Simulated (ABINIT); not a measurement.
Crystal: ZrN.

```
CELL_PARAMETERS angstrom
0.00000 2.30000 2.30000
2.30000 0.00000 2.30000
2.30000 2.30000 0.00000
ATOMIC_POSITIONS crystal
Zr 0.50000 0.50000 0.50000
N 0.00000 0.00000 0.00000
```

Program: ABINIT 10.8.3 (patched build). Alike in all runs: no spin polarisation; cell as given; smearing fermi-dirac 0.05 eV. Hardware: 1 thread of Arm Neoverse V1, with other jobs on the host.

Q: Order these runs on this cell by their wall time, lowest first.
A. task band structure; level WC; potentials or basis JTH PAW PBE v2.0; k mesh 10 × 10 × 10; cutoff (eV) 680; fine-grid cutoff 1278.94 eV
B. task single point; level LDA; potentials or basis JTH PAW LDA v2.0; k mesh 8 × 8 × 8; cutoff (eV) 680; fine-grid cutoff 1278.94 eV
C. task single point; level r2SCAN; potentials or basis JTH PAW PBE v2.0; k mesh 13 × 13 × 13; cutoff (eV) 816; fine-grid cutoff 1414.99 eV

A: B (13 s), A (51 s), C (150 s).

Runs at the PBE level aren't shown here.
